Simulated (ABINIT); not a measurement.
Crystal: HfC.

```
Hf C
1.0
     0.00000    2.32500    2.32500
     2.32500    0.00000    2.32500
     2.32500    2.32500    0.00000
Hf C
1 1
Cartesian
  2.3250 2.3250 2.3250
  0.0000 0.0000 0.0000
```

Base run:

| Quantity | Value |
| --- | --- |
| Program | ABINIT 10.8.3 (patched build) |
| Functional | PBEsol |
| Potentials or basis | JTH PAW PBE v2.0 |
| Cutoff | 517 eV |
| k mesh | 10 × 10 × 10 |
| Occupations | fermi-dirac, width 0.05 eV |
| Spin | no spin polarisation |
| Hubbard terms | Hf d U = 4 eV |

Its results: band gap on the k mesh none (metal or under the smearing width); pressure 4.4 GPa.

Task: The run is repeated on the same cell with these changes: hubbard terms from Hf d U = 4 eV to Hf d U = 6 eV. What comes out?

Result: Band gap on the k mesh none (metal or under the smearing width); pressure 9.8 GPa.

Caveats: the PAW data sets were made with another functional, which shifts forces and pressure a little; U without spin polarisation on a metal has little footing; the U is typed as a test and isn't derived for this compound.
